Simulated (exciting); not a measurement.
# Fe3Ge (Pm-3m) in exciting: reference runs

Aim: a first look at Fe3Ge with PBEsol, on the cell as given.

Program: exciting (release sodium). These are calculated values, not measurements. Logs are shortened: lines on timing, memory, paths and dates and some standing lists are left out, and cuts for length are marked.

## 1. The crystal as given

The structure is cubic, space group Pm-3m (No. 221). Conventional cell: a = 3.661 Å, b = 3.661 Å, c = 3.661 Å, α = 90.00°, β = 90.00°, γ = 90.00°. Ge (site symmetry m-3m) has 12 Fe at 2.59 Å as nearest neighbours. Around Fe (site symmetry 4/mmm) lie 4 Ge at 2.59 Å and 8 Fe at 2.59 Å.

The cell comes from a database or a generator and needn't be the stable form of this composition.

## 2. Single point, PBEsol, collinear spin, ferromagnetic start

File input.xml:

```xml
<input>
  <title>Fe3Ge</title>
  <structure speciespath="./" tshift="false">
    <crystal scale="1">
      <basevect>6.917343461850 0.000000000000 0.000000000000</basevect>
      <basevect>0.000000000000 6.917343461850 0.000000000000</basevect>
      <basevect>0.000000000000 0.000000000000 6.917343461850</basevect>
    </crystal>
    <species speciesfile="Ge.xml" rmt="2">
      <atom coord="0.000000000000 0.000000000000 0.000000000000" bfcmt="0 0 0"/>
    </species>
    <species speciesfile="Fe.xml" rmt="2">
      <atom coord="0.500000000000 0.000000000000 0.500000000000" bfcmt="0 0 -8"/>
      <atom coord="0.500000000000 0.500000000000 0.000000000000" bfcmt="0 0 -8"/>
      <atom coord="0.000000000000 0.500000000000 0.500000000000" bfcmt="0 0 -8"/>
    </species>
  </structure>
  <groundstate do="fromscratch" ngridk="7 7 7" rgkmax="9" gmaxvr="14" lmaxapw="10" lmaxmat="10" lmaxvr="8" xctype="GGA_PBE_SOL" stype="Fermi Dirac" swidth="0.00183747" nempty="40" ValenceRelativity="iora*" epsengy="1e-05" epspot="1e-05" maxscl="90" tforce="true" outputlevel="normal">
    <spin reducebf="0.5"/>
  </groundstate>
</input>
```

Potentials or basis: all-electron LAPW+lo, shipped species files, valence relativity iora*.

Launch:

```
OMP_NUM_THREADS=1 exciting_smp
```

INFO.OUT:

```text
================================================================================
EXCITING SODIUM started
[... 10 lines left out ...]

 Lattice vectors (cartesian) :
      6.9173434618      0.0000000000      0.0000000000
      0.0000000000      6.9173434618      0.0000000000
      0.0000000000      0.0000000000      6.9173434618

 Reciprocal lattice vectors (cartesian) :
      0.9083234542      0.0000000000      0.0000000000
      0.0000000000      0.9083234542      0.0000000000
      0.0000000000      0.0000000000      0.9083234542

 Unit cell volume                           :     330.9923983432
 Brillouin zone volume                      :       0.7494136261

 Species :    1 (Ge)
     parameters loaded from                 :    Ge.xml
     name                                   :    germanium
     nuclear charge                         :     -32.00000000
     electronic charge                      :      32.00000000
     atomic mass                            :  132359.93290000
     muffin-tin radius                      :       2.00000000
     # of radial points in muffin-tin       :     350

     atomic positions (lattice) :
       1 :   0.00000000  0.00000000  0.00000000

     magnetic fields (cartesian) :
       1 :   0.00000000  0.00000000  0.00000000

 Species :    2 (Fe)
     parameters loaded from                 :    Fe.xml
     name                                   :    iron
     nuclear charge                         :     -26.00000000
     electronic charge                      :      26.00000000
     atomic mass                            :  101799.20740000
     muffin-tin radius                      :       2.00000000
     # of radial points in muffin-tin       :     350

     atomic positions (lattice) :
       1 :   0.50000000  0.00000000  0.50000000
       2 :   0.50000000  0.50000000  0.00000000
       3 :   0.00000000  0.50000000  0.50000000

     magnetic fields (cartesian) :
       1 :   0.00000000  0.00000000 -8.00000000
       2 :   0.00000000  0.00000000 -8.00000000
       3 :   0.00000000  0.00000000 -8.00000000

 Total number of atoms per unit cell        :       4

 Spin treatment                             :    spin-polarised
 Global magnetic field (cartesian) :        0.00000000   0.00000000   0.00000000
 collinear magnetisation in z-direction

 Number of Bravais lattice symmetries       :      48
 Number of crystal symmetries               :      48

 k-point grid                               :       7    7    7
 Total number of k-points                   :      20
 k-point set is reduced with crystal symmetries

 R^MT_min * |G+k|_max (rgkmax)              :       9.00000000
 Species with R^MT_min                      :       1 (Ge)
 Maximum |G+k| for APW functions            :       4.50000000
 Maximum |G| for potential and density      :      14.00000000

 G-vector grid sizes                        :      32    32    32
 Total number of G-vectors                  :   15419

 Maximum angular momentum used for
     APW functions                          :      10
     computing H and O matrix elements      :      10
     potential and density                  :       8
     inner part of muffin-tin               :       2

 Total nuclear charge                       :    -110.00000000
 Total electronic charge                    :     110.00000000
 Total core charge                          :      48.00000000
 Total valence charge                       :      62.00000000

 Number of empty states                     :      40
 Total number of valence states             :     144

 Maximum Hamiltonian size                   :     574
 Maximum number of plane-waves              :     521
 Total number of local-orbitals             :      53

 Exchange-correlation type                  :      22
     PBEsol, Phys. Rev. Lett. 100, 136406 (2008)
     Generalised gradient approximation (GGA)

[... 20 lines left out ...]
+ SCF iteration number :    1                                                  +
++++++++++++++++++++++++++++++++++++++++++++++++++++++++++++++++++++++++++++++++
 Total energy                               :     -5906.02409094
 _______________________________________________________________
 Fermi energy                               :         0.38395471
 Kinetic energy                             :      6010.82760752
 Coulomb energy                             :    -11674.50698462
 Exchange energy                            :      -236.40623508
 Correlation energy                         :        -5.93847876
 No external B-field energy in total energy

 DOS at Fermi energy (states/Ha/cell)       :       165.42396514

 Electron charges :
     core                                   :        48.00000000
     core leakage                           :         0.00336176
     valence                                :        62.00000000
     interstitial                           :         8.17355355
     charge in muffin-tin spheres :
                  atom     1    Ge          :        29.34771366
                  atom     2    Fe          :        24.15957760
                  atom     3    Fe          :        24.15957760
                  atom     4    Fe          :        24.15957760
     total charge in muffin-tins            :       101.82644645
     total charge                           :       110.00000000

 Moments :
     interstitial                           :         0.23770615
     moment in muffin-tin spheres :
                  atom     1    Ge          :        -0.03910569
                  atom     2    Fe          :         1.84707726
                  atom     3    Fe          :         1.84707726
                  atom     4    Fe          :         1.84707726
     total moment in muffin-tins            :         5.50212609
     total moment                           :         5.73983225

++++++++++++++++++++++++++++++++++++++++++++++++++++++++++++++++++++++++++++++++
+ SCF iteration number :    2                                                  +
++++++++++++++++++++++++++++++++++++++++++++++++++++++++++++++++++++++++++++++++
 Total energy                               :     -5906.88866381
 _______________________________________________________________
 Fermi energy                               :         0.38806132
 Kinetic energy                             :      6010.20419681
 Coulomb energy                             :    -11674.85532327
 Exchange energy                            :      -236.29552439
 Correlation energy                         :        -5.94201297
 No external B-field energy in total energy
[... 841 lines left out ...]
 DOS at Fermi energy (states/Ha/cell)       :        92.33559511

 Electron charges :
     core                                   :        48.00000000
     core leakage                           :         0.00321971
     valence                                :        62.00000000
     interstitial                           :         8.17069760
     charge in muffin-tin spheres :
                  atom     1    Ge          :        29.55479886
                  atom     2    Fe          :        24.09150118
                  atom     3    Fe          :        24.09150118
                  atom     4    Fe          :        24.09150118
     total charge in muffin-tins            :       101.82930240
     total charge                           :       110.00000000

 Moments :
     interstitial                           :         0.05683672
     moment in muffin-tin spheres :
                  atom     1    Ge          :        -0.09230617
                  atom     2    Fe          :         2.13848578
                  atom     3    Fe          :         2.13848578
                  atom     4    Fe          :         2.13848578
     total moment in muffin-tins            :         6.32315118
     total moment                           :         6.37998790

 RMS change in effective potential (target) :  0.798036E-07  ( 0.100000E-04)
 Absolute change in total energy   (target) :  0.292560E-05  ( 0.100000E-04)
 Charge distance                   (target) :  0.222123E-07  ( 0.100000E-04)
 Abs. change in max-nonIBS-force   (target) :   0.00000      ( 0.500000E-04)

++++++++++++++++++++++++++++++++++++++++++++++++++++++++++++++++++++++++++++++++
| Convergency criteria checked for the last 2 iterations                       +
| Convergence targets achieved. Performing final SCF iteration                 +
++++++++++++++++++++++++++++++++++++++++++++++++++++++++++++++++++++++++++++++++
 Total energy                               :     -5912.51497490
 _______________________________________________________________
 Fermi energy                               :         0.39275324
 Kinetic energy                             :      6007.34229068
 Coulomb energy                             :    -11677.32395827
 Exchange energy                            :      -236.59897206
 Correlation energy                         :        -5.93433526
 No external B-field energy in total energy

 DOS at Fermi energy (states/Ha/cell)       :        92.33532069

 Electron charges :
     core                                   :        48.00000000
     core leakage                           :         0.00321971
     valence                                :        62.00000000
     interstitial                           :         8.17069707
     charge in muffin-tin spheres :
                  atom     1    Ge          :        29.55479883
                  atom     2    Fe          :        24.09150137
                  atom     3    Fe          :        24.09150137
                  atom     4    Fe          :        24.09150137
     total charge in muffin-tins            :       101.82930293
     total charge                           :       110.00000000

 Moments :
     interstitial                           :         0.05683816
     moment in muffin-tin spheres :
                  atom     1    Ge          :        -0.09230584
                  atom     2    Fe          :         2.13848288
                  atom     3    Fe          :         2.13848288
                  atom     4    Fe          :         2.13848288
     total moment in muffin-tins            :         6.32314279
     total moment                           :         6.37998095

++++++++++++++++++++++++++++++++++++++++++++++++++++++++++++++++++++++++++++++++
+ Self-consistent loop stopped                                                 +
++++++++++++++++++++++++++++++++++++++++++++++++++++++++++++++++++++++++++++++++
 STATE.OUT is written

--------------------------------------------------------------------------------
- Writing atomic positions and forces                                          -
--------------------------------------------------------------------------------

 Atomic positions (lattice) :
 atom     1  Ge  :     0.00000000    0.00000000    0.00000000
 atom     2  Fe  :     0.50000000    0.00000000    0.50000000
 atom     3  Fe  :     0.50000000    0.50000000    0.00000000
 atom     4  Fe  :     0.00000000    0.50000000    0.50000000

 Total atomic forces including IBS (cartesian) :
 atom     1  Ge  :    -0.00000000   -0.00000000   -0.00000000
 atom     2  Fe  :     0.00000000   -0.00000000   -0.00000000
 atom     3  Fe  :     0.00000000   -0.00000000    0.00000000
 atom     4  Fe  :     0.00000000    0.00000000    0.00000000

 Atomic force components including IBS (cartesian) :
 atom     1  Ge  :     0.00000000    0.00000000    0.00000000   HF force
                 :     0.00000000    0.00000000    0.00000000   core correction
                 :     0.00000000    0.00000000    0.00000000   IBS correction
 atom     2  Fe  :     0.00000000    0.00000000    0.00000000   HF force
                 :     0.00000000    0.00000000    0.00000000   core correction
                 :    -0.00000000   -0.00000000   -0.00000000   IBS correction
 atom     3  Fe  :    -0.00000000    0.00000000    0.00000000   HF force
                 :    -0.00000000    0.00000000    0.00000000   core correction
                 :    -0.00000000   -0.00000000   -0.00000000   IBS correction
 atom     4  Fe  :    -0.00000000    0.00000000   -0.00000000   HF force
                 :    -0.00000000   -0.00000000    0.00000000   core correction
                 :     0.00000000   -0.00000000   -0.00000000   IBS correction

********************************************************************************
[... 7 lines left out ...]
| EXCITING SODIUM stopped                                                      =
================================================================================
```

Run time: 5.2 min. Hardware: 1 thread of Intel Xeon Platinum 8488C (Sapphire Rapids), shared host; peak memory 0.24 GiB.

Results:

| Property | Result |
| --- | --- |
| Free energy | -160887.7564 eV |
| Band gap on the k mesh | none (metal or under the smearing width) |
| Net moment | 6.38 μB per cell |
| Site moments | Ge -0.09; Fe +2.14 μB |
| All electrons inside the program's atomic spheres | Ge 29.55; Fe 24.09 (radii Ge 2.0, Fe 2.0 bohr) |

Levels at points of the mesh, in eV from the Fermi level:
Spin up:
| k point | band 31 | band 32 | band 33 | band 34 | band 35 | band 36 | band 37 | band 38 |
| --- | --- | --- | --- | --- | --- | --- | --- | --- |
| (0.00, 0.00, 0.00) | -1.23 | -1.23 | -0.68 | -0.32 | -0.32 | -0.32 | 2.96 | 6.58 |
Spin down:
| k point | band 25 | band 26 | band 27 | band 28 | band 29 | band 30 | band 31 | band 32 |
| --- | --- | --- | --- | --- | --- | --- | --- | --- |
| (0.00, 0.00, 0.00) | -1.17 | -1.17 | -1.17 | 0.16 | 0.16 | 0.16 | 1.26 | 1.26 |

Caveat: the log's total energy holds no entropy term; the free energy is that total less TS from the occupations.
